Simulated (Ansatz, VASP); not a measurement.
# One calculation of In, two programs

POSCAR

```
In
1.0
   -1.6190646052      1.6612415974      2.5247666629
    1.6612415974     -1.6190646052      2.5247666629
    1.5669310712      1.5669310712     -2.4970521319
In
1
Direct
    0.0000000000      0.0000000000      0.0000000000
```

Contents of INCAR.step1:

```
SYSTEM = In
ALGO = Normal
EDIFF = 1E-4
ENCUT = 520
GGA = PE
ISMEAR = -1
LASPH = .True.
LCHARG = .False.
LREAL = .False.
LWAVE = .True.
NBANDS = 12
NELM = 80
PREC = Accurate
SIGMA = 0.1
```

INCAR.step2

```
SYSTEM = In
ALGO = Normal
EDIFF = 1E-6
ENCUT = 520
ISIF = 2
ISMEAR = -1
ISTART = 1
LASPH = .True.
LCHARG = .False.
LMIXTAU = .True.
LREAL = .False.
LWAVE = .False.
METAGGA = R2SCAN
NBANDS = 12
NELM = 80
PREC = Accurate
SIGMA = 0.1
```

The input KPOINTS:

```
k-points
0
Gamma
  4 4 5
  0 0 0
```

Input for Ansatz:

```yaml
crystal:
  lattice:
    - [-1.6190646052, 1.6612415974, 2.5247666629]
    - [1.6612415974, -1.6190646052, 2.5247666629]
    - [1.5669310712, 1.5669310712, -2.4970521319]
  atoms:
    - { symbol: In, position: [0.0, 0.0, 0.0] }
hamiltonian:
  xc: r2scan
  pseudopotentials:
    kind: paw
    azcp:
      In: "pseudopotentials/In.paw.azcp"
basis:
  ecutwfc: 500
  fft_grid_basis: typed
kpoints:
  mp_grid: { grid: [4, 4, 5], shift: [0, 0, 0] }
magnetization:
  spin_polarized: false
scf:
  occupations: { method: fermi_dirac, width: 0.1 }
  lower_state_search: "off"
output:
  stress: true
  write_density: true
  write_potential: true
  elf: true
  volumetric_format: npy
```

Alike in both runs: task single point; functional r2SCAN; k mesh 4 × 4 × 5; occupations fermi-dirac, width 0.1 eV; no spin polarisation.

|  | VASP | Ansatz |
| --- | --- | --- |
| version | VASP 6.6.1 | Ansatz 0.2.0 |
| potentials or method | VASP PAW PBE potentials, release 64 (In_d) | plane waves (500 eV) with PAW, scalar-relativistic |
| plane-wave cutoff (eV) | 520 | 500 |
| valence electrons in the cell | 13 | 13 |

|  | VASP | Ansatz | Ansatz less VASP |
| --- | --- | --- | --- |
| pressure (GPa) | -0.2 | -0.2 | -0.02 |
| largest component of the traceless stress (GPa) | 2.61 | 2.61 | +0.002 |

Caveats: the k mesh is coarse (spacing up to 0.57 Å⁻¹), so the values aren't converged; the PAW data sets were made with another functional, which shifts forces and pressure a little (VASP).
